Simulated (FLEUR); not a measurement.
# BN (F-43m) in FLEUR: a series of runs

One crystal, BN, is run at these levels: PBE; tasks: equation of state.

Program: FLEUR MaX-R8.1 (later development tree). These are calculated values, not measurements. Logs are shortened: lines on timing, memory, paths and dates and some standing lists are left out, and cuts for length are marked.

**Experimental background.**

From “Effect of nanostructuration on compressibility of cubic BN”, 2012, arxiv:1208.3664, for a bulk crystal of BN at 300 K: bulk modulus 395 ± 2 GPa.

The results are compared with them further down.

## 1. The crystal as given

Symmetry: F-43m, No. 216, cubic system. Conventional cell: a = 3.626 Å, b = 3.626 Å, c = 3.626 Å, α = 90.00°, β = 90.00°, γ = 90.00°. N (site symmetry -43m) is surrounded by 4 B at 1.57 Å. B (site symmetry -43m) is surrounded by 4 N at 1.57 Å.

The cell is a database's computed one.

## 2. Equation of state, PBE, 5.60 Å³/atom (volume scaled by 0.94)

The input, inp.xml:

```xml
<?xml version="1.0" encoding="UTF-8" standalone="no"?>
<fleurInput fleurInputVersion="0.39">
   <comment>
      BN                                                                                                  
   </comment>
   <calculationSetup>
      <cutoffs Kmax="5.26" Gmax="16.3" GmaxXC="16.3" numbands="0"/>
      <scfLoop itmax="60" minDistance="0.00001" maxIterBroyd="15" imix="Anderson" alpha="0.05" precondParam="0.0" spinf="2.0" sdNocoIR="T"/>
      <coreElectrons ctail="T" frcor="F" kcrel="0" coretail_lmax="0"/>
      <xcFunctional name="pbe" relativisticCorrections="F"/>
      <magnetism jspins="1"/>
      <soc l_soc="F" theta="0.0" phi="0.0" spav="F"/>
      <expertModes spex="0" secvar="F"/>
      <geometryOptimization l_f="F" forcealpha="1.0" forcemix="BFGS" epsdisp="0.0005" epsforce="0.0002"/>
      <ldaU l_linMix="F" mixParam="0.05" spinf="1.0"/>
   </calculationSetup>
   <cell>
      <bzIntegration valenceElectrons="8.0" mode="hist" fermiSmearingEnergy="0.00183747">
         <kPointListSelection listName="default-1"/>
         <!-- k-points included here -->
         <xi:include xmlns:xi="http://www.w3.org/2001/XInclude" href="kpts.xml"> </xi:include>
      </bzIntegration>
      <!-- symmetry operations included here -->
      <xi:include xmlns:xi="http://www.w3.org/2001/XInclude" href="sym.xml"> </xi:include>
      <bulkLattice scale="0.9795861087">
         <bravaisMatrix>
            <row-1>    0.0000000000000000     3.4260753536259245     3.4260753536259245</row-1>
            <row-2>    3.4260753536259245     0.0000000000000000     3.4260753536259245</row-2>
            <row-3>    3.4260753536259245     3.4260753536259245     0.0000000000000000</row-3>
         </bravaisMatrix>
      </bulkLattice>
   </cell>
   <atomSpecies>
      <species name="Nitrogen (N)" element="N" atomicNumber="7">
         <mtSphere radius="1.33" gridPoints="453" logIncrement="0.023"/>
         <atomicCutoffs lmax="8" lnonsphr="6"/>
         <electronConfig flipSpins="F">
            <coreConfig>(1s1/2)</coreConfig>
            <valenceConfig>(2s1/2) (2p1/2) (2p3/2)</valenceConfig>
            <stateOccupation state="(2p1/2)" spinUp="0.500000" spinDown="0.500000"/>
            <stateOccupation state="(2p3/2)" spinUp="1.000000" spinDown="1.000000"/>
         </electronConfig>
         <energyParameters s="2" p="2" d="3" f="4"/>
         <lo type="SCLO" l="0" n="2" eDeriv="2"/>
         <lo type="SCLO" l="1" n="2" eDeriv="2"/>
         <lo type="SCLO" l="2" n="3" eDeriv="2"/>
      </species>
      <species name="Boron (B)" element="B" atomicNumber="5">
         <mtSphere radius="1.33" gridPoints="453" logIncrement="0.022"/>
         <atomicCutoffs lmax="8" lnonsphr="6"/>
         <electronConfig flipSpins="F">
            <coreConfig>(1s1/2)</coreConfig>
            <valenceConfig>(2s1/2) (2p1/2) (2p3/2)</valenceConfig>
            <stateOccupation state="(2p1/2)" spinUp="0.166667" spinDown="0.166667"/>
            <stateOccupation state="(2p3/2)" spinUp="0.333333" spinDown="0.333333"/>
         </electronConfig>
         <energyParameters s="2" p="2" d="3" f="4"/>
         <lo type="SCLO" l="0" n="2" eDeriv="2"/>
         <lo type="SCLO" l="1" n="2" eDeriv="2"/>
         <lo type="SCLO" l="2" n="3" eDeriv="2"/>
      </species>
   </atomSpecies>
   <atomGroups>
      <atomGroup species="Nitrogen (N)">
         <relPos label="                   1">1.000/4.000 1.000/4.000 1.000/4.000</relPos>
         <force calculate="T" relaxXYZ="TTT"/>
      </atomGroup>
      <atomGroup species="Boron (B)">
         <relPos label="                   2">.0000000000 .0000000000 .0000000000</relPos>
         <force calculate="T" relaxXYZ="TTT"/>
      </atomGroup>
   </atomGroups>
   <output dos="F" band="F" slice="F">
      <checks vchk="F" cdinf="F"/>
      <bandDOS minEnergy="-.5*Htr" maxEnergy="0.5*Htr" sigma="0.015" storeEVData="T"/>
      <vacuumDOS vacdos="F" integ="F" star="F" nstars="0" locx1="0.0" locy1="0.0" locx2="0.0" locy2="0.0" nstm="0" tworkf="0.0"/>
      <unfoldingBand unfoldBand="F" supercellX="1" supercellY="1" supercellZ="1"/>
      <plotting iplot="0" polar="F">
         <plot TwoD="T" vec1="  1.0  0.0  0.0" vec2="  0.0  1.0  0.0" vec3="  0.0  0.0  1.0" zero="  0.0  0.0  0.0" file="plot"/>
      </plotting>
      <chargeDensitySlicing numkpt="0" minEigenval="0.0" maxEigenval="0.0" nnne="0" pallst="F"/>
      <specialOutput eonly="F"/>
      <moessbauerParams electricFieldGradient="T" isomerShift="T" coreHyperfine="T" valenceHyperfine="T"/>
      <magneticCircularDichroism mcd="F" energyLo="-10.0" energyUp="0.0"/>
   </output>
  <!-- We include the file relax.xml here to enable relaxations (see documentation) -->
  <xi:include xmlns:xi="http://www.w3.org/2001/XInclude" href="relax.xml"> <xi:fallback/> </xi:include>
</fleurInput>
```

Potentials or basis: all-electron, FLAPW.

Command:

```console
$ inpgen -f crystal.txt -profile fastHighL
$ # inp.xml edited to the form shown
$ fleur_MPI
```

Log:

```text
Welcome to FLEUR        (www.flapw.de)
      MaX-Release 8.1          (www.max-centre.eu)

 ========== k-point set info ==========
 Selected k-point list: default-1
 k-point list type: mesh
 13 x 13 x 13
 Number of k points: 84

 ------------Calculation Setup---------------------------
 Number of MPI-tasks      :            1
 Number of PE/node        :            1
 Number of OMP-threads    :            1
 Most efficient MPI parallelization for:
           1           2           3           4           6           7          12          14          21          28          42          84
 Additional eigenvalue parallelization possible
 Number of basis functions:          224
 Approximate size of matrices (H+S) per k-point:         0.001 GB
 --------------------------------------------------------
Nuclear radius smaller than smallest radial mesh point for atom type 2 -- skipping its core isomer shift
Nuclear radius smaller than smallest radial mesh point for atom type 2 -- skipping its isomer shift
 Iteration:     1   Distance:      30.82444511 me/bohr^3
Nuclear radius smaller than smallest radial mesh point for atom type 2 -- skipping its core isomer shift
Nuclear radius smaller than smallest radial mesh point for atom type 2 -- skipping its isomer shift
 Iteration:     2   Distance:      28.02832210 me/bohr^3
Nuclear radius smaller than smallest radial mesh point for atom type 2 -- skipping its core isomer shift
Nuclear radius smaller than smallest radial mesh point for atom type 2 -- skipping its isomer shift
 Iteration:     3   Distance:      11.87403162 me/bohr^3
Nuclear radius smaller than smallest radial mesh point for atom type 2 -- skipping its core isomer shift
Nuclear radius smaller than smallest radial mesh point for atom type 2 -- skipping its isomer shift
 Iteration:     4   Distance:       3.81523939 me/bohr^3
Nuclear radius smaller than smallest radial mesh point for atom type 2 -- skipping its core isomer shift
Nuclear radius smaller than smallest radial mesh point for atom type 2 -- skipping its isomer shift
 Iteration:     5   Distance:       1.26597880 me/bohr^3
Nuclear radius smaller than smallest radial mesh point for atom type 2 -- skipping its core isomer shift
Nuclear radius smaller than smallest radial mesh point for atom type 2 -- skipping its isomer shift
 Iteration:     6   Distance:       0.44051914 me/bohr^3
Nuclear radius smaller than smallest radial mesh point for atom type 2 -- skipping its core isomer shift
Nuclear radius smaller than smallest radial mesh point for atom type 2 -- skipping its isomer shift
 Iteration:     7   Distance:       0.15892672 me/bohr^3
Nuclear radius smaller than smallest radial mesh point for atom type 2 -- skipping its core isomer shift
Nuclear radius smaller than smallest radial mesh point for atom type 2 -- skipping its isomer shift
 Iteration:     8   Distance:       0.12323732 me/bohr^3
Nuclear radius smaller than smallest radial mesh point for atom type 2 -- skipping its core isomer shift
Nuclear radius smaller than smallest radial mesh point for atom type 2 -- skipping its isomer shift
 Iteration:     9   Distance:       0.01809661 me/bohr^3
Nuclear radius smaller than smallest radial mesh point for atom type 2 -- skipping its core isomer shift
Nuclear radius smaller than smallest radial mesh point for atom type 2 -- skipping its isomer shift
 Iteration:    10   Distance:       0.00043722 me/bohr^3
Nuclear radius smaller than smallest radial mesh point for atom type 2 -- skipping its core isomer shift
Nuclear radius smaller than smallest radial mesh point for atom type 2 -- skipping its isomer shift
 Iteration:    11   Distance:       0.00075545 me/bohr^3
Nuclear radius smaller than smallest radial mesh point for atom type 2 -- skipping its core isomer shift
Nuclear radius smaller than smallest radial mesh point for atom type 2 -- skipping its isomer shift
 Iteration:    12   Distance:       0.00007642 me/bohr^3
Nuclear radius smaller than smallest radial mesh point for atom type 2 -- skipping its core isomer shift
Nuclear radius smaller than smallest radial mesh point for atom type 2 -- skipping its isomer shift
 Iteration:    13   Distance:       0.00004239 me/bohr^3
Nuclear radius smaller than smallest radial mesh point for atom type 2 -- skipping its core isomer shift
Nuclear radius smaller than smallest radial mesh point for atom type 2 -- skipping its isomer shift
 Iteration:    14   Distance:       0.00000260 me/bohr^3

 ********************************************************************
 Run finished successfully
 Stop message:
   all done
 ********************************************************************
```

Run time: 26 s. Hardware: 1 thread of Arm Neoverse V1, shared host; peak memory 0.05 GiB.

Results:

```
Free energy                                           : -2168.6058 eV
Band gap on the k mesh                                : 4.60 eV, indirect (least direct gap 9.08 eV)
Valence electrons inside the program's atomic spheres : N 3.25; B 1.06 (radii N 1.33, B 1.33 bohr)
```

Caveat: an odd mesh through Γ misses points on the zone boundary, where band edges often lie.

## 3. Equation of state, PBE, 5.72 Å³/atom (volume scaled by 0.96)

Edit inp.xml of step 2 so:

```diff
@@ -24,3 +24,3 @@
       <xi:include xmlns:xi="http://www.w3.org/2001/XInclude" href="sym.xml"> </xi:include>
-      <bulkLattice scale="0.9795861087">
+      <bulkLattice scale="0.9864848297">
          <bravaisMatrix>
```

Potentials or basis: all-electron, FLAPW.

Command:

```console
$ inpgen -f crystal.txt -profile fastHighL
$ # inp.xml edited to the form shown
$ fleur_MPI
```

It took 27 s on 1 thread of Arm Neoverse V1, shared host; peak memory 0.05 GiB.

Results (log left out):

| Quantity | Value |
| --- | --- |
| Free energy | -2168.6363 eV |
| Band gap on the k mesh | 4.58 eV, indirect (least direct gap 8.98 eV) |
| Valence electrons inside the program's atomic spheres | N 3.23; B 1.04 (radii N 1.33, B 1.33 bohr) |

Caveat: an odd mesh through Γ misses points on the zone boundary, where band edges often lie.

## 4. Equation of state, PBE, 5.84 Å³/atom (volume scaled by 0.98)

Edit inp.xml of step 3 so:

```diff
@@ -24,3 +24,3 @@
       <xi:include xmlns:xi="http://www.w3.org/2001/XInclude" href="sym.xml"> </xi:include>
-      <bulkLattice scale="0.9864848297">
+      <bulkLattice scale="0.9932883884">
          <bravaisMatrix>
```

Command:

```console
$ inpgen -f crystal.txt -profile fastHighL
$ # inp.xml edited to the form shown
$ fleur_MPI
```

It took 28 s on 1 thread of Arm Neoverse V1, shared host; peak memory 0.05 GiB.

The run converged. Its results:

* Free energy: -2168.6536 eV
* Band gap on the k mesh: 4.55 eV, indirect (least direct gap 8.88 eV)
* Valence electrons inside the program's atomic spheres: N 3.21; B 1.02 (radii N 1.33, B 1.33 bohr)

Caveat: an odd mesh through Γ misses points on the zone boundary, where band edges often lie.

## 5. Equation of state, PBE, 5.96 Å³/atom

Edit inp.xml of step 4 so:

```diff
@@ -24,3 +24,3 @@
       <xi:include xmlns:xi="http://www.w3.org/2001/XInclude" href="sym.xml"> </xi:include>
-      <bulkLattice scale="0.9932883884">
+      <bulkLattice scale="1.0000000000">
          <bravaisMatrix>
```

Command:

```console
$ inpgen -f crystal.txt -profile fastHighL
$ # inp.xml edited to the form shown
$ fleur_MPI
```

It took 28 s on 1 thread of Arm Neoverse V1, shared host; peak memory 0.05 GiB.

It converged, with:

* Free energy: -2168.6588 eV
* Band gap on the k mesh: 4.53 eV, indirect (least direct gap 8.78 eV)
* Valence electrons inside the program's atomic spheres: N 3.20; B 1.01 (radii N 1.33, B 1.33 bohr)

Caveat: an odd mesh through Γ misses points on the zone boundary, where band edges often lie.

## 6. Equation of state, PBE, 6.08 Å³/atom (volume scaled by 1.02)

Edit inp.xml of step 5 so:

```diff
@@ -24,3 +24,3 @@
       <xi:include xmlns:xi="http://www.w3.org/2001/XInclude" href="sym.xml"> </xi:include>
-      <bulkLattice scale="1.0000000000">
+      <bulkLattice scale="1.0066227096">
          <bravaisMatrix>
```

Potentials or basis: all-electron, FLAPW.

Command:

```console
$ inpgen -f crystal.txt -profile fastHighL
$ # inp.xml edited to the form shown
$ fleur_MPI
```

Wall time 29 s (1 thread of Arm Neoverse V1, shared host); peak memory 0.05 GiB.

It converged, with:

| Quantity | Value |
| --- | --- |
| Free energy | -2168.6527 eV |
| Band gap on the k mesh | 4.50 eV, indirect (least direct gap 8.69 eV) |
| Valence electrons inside the program's atomic spheres | N 3.18; B 0.99 (radii N 1.33, B 1.33 bohr) |

Caveat: an odd mesh through Γ misses points on the zone boundary, where band edges often lie.

## 7. Equation of state, PBE, 6.20 Å³/atom (volume scaled by 1.04)

Edit inp.xml of step 6 so:

```diff
@@ -24,3 +24,3 @@
       <xi:include xmlns:xi="http://www.w3.org/2001/XInclude" href="sym.xml"> </xi:include>
-      <bulkLattice scale="1.0066227096">
+      <bulkLattice scale="1.0131594038">
          <bravaisMatrix>
```

Command:

```console
$ inpgen -f crystal.txt -profile fastHighL
$ # inp.xml edited to the form shown
$ fleur_MPI
```

Run time: 30 s. Hardware: 1 thread of Arm Neoverse V1, shared host; peak memory 0.05 GiB.

It converged, with:

- Free energy: -2168.6371 eV
- Band gap on the k mesh: 4.48 eV, indirect (least direct gap 8.59 eV)
- Valence electrons inside the program's atomic spheres: N 3.17; B 0.98 (radii N 1.33, B 1.33 bohr)

Caveat: an odd mesh through Γ misses points on the zone boundary, where band edges often lie.

## 8. Equation of state, PBE, 6.32 Å³/atom (volume scaled by 1.06)

Edit inp.xml of step 7 so:

```diff
@@ -24,3 +24,3 @@
       <xi:include xmlns:xi="http://www.w3.org/2001/XInclude" href="sym.xml"> </xi:include>
-      <bulkLattice scale="1.0131594038">
+      <bulkLattice scale="1.0196128224">
          <bravaisMatrix>
```

Command:

```console
$ inpgen -f crystal.txt -profile fastHighL
$ # inp.xml edited to the form shown
$ fleur_MPI
```

It took 31 s on 1 thread of Arm Neoverse V1, shared host; peak memory 0.05 GiB.

It converged, with:

- Free energy: -2168.6119 eV
- Band gap on the k mesh: 4.45 eV, indirect (least direct gap 8.50 eV)
- Valence electrons inside the program's atomic spheres: N 3.15; B 0.96 (radii N 1.33, B 1.33 bohr)

Caveat: an odd mesh through Γ misses points on the zone boundary, where band edges often lie.

## 9. Equation of state, PBE

Potentials or basis: all-electron, FLAPW.

No new run: the results of the series are fitted here.

Results:

* Equilibrium volume: 5.95 Å³/atom
* Bulk modulus: 371 GPa
* Pressure derivative of the bulk modulus: 3.8

Energy against volume, from the lowest point:
| volume (Å³/atom) | energy (meV/atom) |
| --- | --- |
| 5.602 | 26.51 |
| 5.721 | 11.21 |
| 5.840 | 2.60 |
| 5.959 | 0.00 |
| 6.078 | 3.05 |
| 6.198 | 10.84 |
| 6.317 | 23.41 |

## 10. Against experiment

Step 9. A measured bulk modulus of BN is 395 GPa (300 K; quoted in “Effect of nanostructuration on compressibility of cubic BN”, 2012, arxiv:1208.3664); the calculated 371 GPa misses it by -6.1 %. The fit is for a static lattice scaled at fixed shape and fixed fractional positions.
